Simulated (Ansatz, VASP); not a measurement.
## Ca in VASP and in Ansatz

```
Ca
1.0
     6.12056    0.00000    0.00000
    -3.06028    5.30056    0.00000
     0.00000    0.00000    3.66063
Ca
3
Direct
  0.00000 0.00000 0.00000
  0.33333 0.66667 0.50000
  0.66667 0.33333 0.50000
```

Alike in both runs: task single point; functional RPBE; k mesh 7 × 7 × 9; occupations fermi-dirac, width 0.1 eV; no spin polarisation.

|  | VASP | Ansatz |
| --- | --- | --- |
| version | VASP 6.6.1 | Ansatz 0.2.0 |
| potentials or method | VASP PAW PBE potentials, release 64 (Ca_sv) | plane waves (420 eV) with PAW, scalar-relativistic |
| plane-wave cutoff (eV) | 520 | 420 |
| valence electrons in the cell | 30 | 30 |

|  | VASP | Ansatz | Ansatz less VASP |
| --- | --- | --- | --- |
| pressure (GPa) | 2.5 | 2.5 | 0.00 |
| largest component of the traceless stress (GPa) | 0.21 | 0.21 | -0.002 |

Caveats: the PAW data sets were made with another functional, which shifts forces and pressure a little (VASP).
